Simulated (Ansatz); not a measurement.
CsPbI3:
```cif
data_CsI3Pb
_chemical_formula_sum 'Cs1 Pb1 I3'
_space_group_name_H-M_alt 'Pm-3m'
_space_group_IT_number 221
_space_group_name_Hall '-P 4 2 3'
_cell_length_a 6.33269
_cell_length_b 6.33269
_cell_length_c 6.33269
_cell_angle_alpha 90.000
_cell_angle_beta 90.000
_cell_angle_gamma 90.000
loop_
_atom_site_label
_atom_site_type_symbol
_atom_site_symmetry_multiplicity
_atom_site_Wyckoff_symbol
_atom_site_fract_x
_atom_site_fract_y
_atom_site_fract_z
_atom_site_occupancy
Cs1 Cs 1 b 0.50000 0.50000 0.50000 1
Pb1 Pb 1 a 0.00000 0.00000 0.00000 1
I1 I 3 d 0.00000 0.00000 0.50000 1
```

Relaxed with r²SCAN.

**Question.** Decompose the optical modes at the zone centre into irreducible representations, and say which are infrared and Raman allowed.

**Answer.** Point group m-3m: Γ_opt = 3T1u + T2u. Infrared: T1u. Raman: none.

**Question.** Assign frequencies (DFPT, DFT-r²SCAN in the program Ansatz with PAW potentials; without the LO–TO term).

**Answer.** T1u 4, T2u 21, T1u 32, T1u 74 cm⁻¹.

This is a known high-temperature phase of the composition, computed here at zero pressure and temperature. Symmetry was held in the r²SCAN relaxation; of distortions, only those at the zone centre were tested. Spin–orbit coupling is left out wherever it is not named.

Potentials: the later of the program's two PAW sets.
